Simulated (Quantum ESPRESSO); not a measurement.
NaCl in Quantum ESPRESSO: the effect of functional

NaCl:

```
Cl Na
1.0
     0.00000    2.79406    2.79406
     2.79406    0.00000    2.79406
     2.79406    2.79406    0.00000
Cl Na
1 1
Direct
  0.50000 0.50000 0.50000
  0.00000 0.00000 0.00000
```

The cell is a database's computed one.

Alike in all runs:

| Item | Value |
| --- | --- |
| Program | Quantum ESPRESSO 7.5 |
| Task | phonons and Raman activities |
| Cutoff | 1197 eV |
| Density cutoff | 4789 eV |
| k mesh | 4 × 4 × 4, shifted |
| Occupations | fermi-dirac, width 0.05 eV |
| Spin | no spin polarisation |

Each run relaxes the cell or the atoms first.

**Question.** One run gave: relaxed volume 22.00 Å³/atom; dielectric constant 2.57 mean; highest phonon frequency 173 cm⁻¹. Which functional did it use?
A. LDA
B. PBE
C. PBEsol

**Answer.** C.

| functional | potentials or basis | relaxed volume (Å³/atom) | dielectric constant (mean) | highest phonon frequency (cm⁻¹) |
| --- | --- | --- | --- | --- |
| LDA | PseudoDojo 0.4.1 SR LDA standard | 20.41 | 2.68 | 189 |
| PBE | PseudoDojo 0.4.1 SR PBE standard | 23.12 | 2.48 | 179 |
| PBEsol | PseudoDojo 0.4.1 SR PBEsol standard | 22.00 | 2.57 | 173 |

Caveats: before the sum rule the acoustic modes lie tens of cm⁻¹ from zero, a sign that the density grid also shifts the optical modes (some runs).
